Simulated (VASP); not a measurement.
Crystal: Ru.

```xyz
3
Lattice="3.7523 0.0000 0.0000 -1.8761 3.2495 0.0000 0.0000 0.0000 3.1985" Properties=species:S:1:pos:R:3 pbc="T T T"
Ru    0.0000    2.1664    1.5993
Ru    0.0000    0.0000    0.0000
Ru    1.8761    1.0832    1.5993
```

The cell was built by a generator and needn't be a form met in nature.

```yaml
Program: VASP 6.6.1
Task: relaxation of cell and atoms
Functional: PBE
Potentials_or_basis: VASP PAW PBE potentials, release 64 (Ru_pv)
Cutoff: 600 eV
k_mesh: 6 × 6 × 6
Occupations: gaussian, width 0.1 eV
Spin: no spin polarisation
```

At the start: pressure 70.7 GPa; volume 13.00 Å³/atom.

Q: How do energy, volume and symmetry change on relaxing?

A: Over 10 steps the energy falls by 1112.1 meV/atom and the volume is 14.13 Å³/atom (+8.7 %); space group P6/mmm (No. 191, to 0.05 Å).

Step by step:
| step | energy change (eV) | largest force (eV/Å) | pressure (GPa) | volume (Å³) |
| --- | --- | --- | --- | --- |
| 1 | 0.0000 | 0.0000 | 70.72 | 39.00 |
| 2 | 4.8519 | 0.0000 | -37.32 | 78.70 |
| 3 | -2.0153 | 0.0000 | -21.50 | 49.76 |
| 4 | -2.1142 | 0.0000 | -14.24 | 48.06 |
| 5 | -2.1244 | 0.0000 | -10.64 | 47.35 |
| 6 | -3.2796 | 0.0000 | -6.54 | 43.60 |
| 7 | -3.3301 | 0.0000 | -3.46 | 42.93 |
| 8 | -3.3335 | 0.0000 | -2.39 | 42.73 |
| 9 | -3.3222 | 0.0000 | 5.73 | 41.63 |
| 10 | -3.3364 | 0.0000 | 0.11 | 42.38 |

Final structure:
```
Ru
1.0
     4.26898    0.00000    0.00000
    -2.13449    3.69704    0.00000
     0.00000    0.00000    2.68525
Ru
3
Direct
  0.33333 0.66667 0.50000
  0.00000 0.00000 0.00000
  0.66667 0.33333 0.50000
```
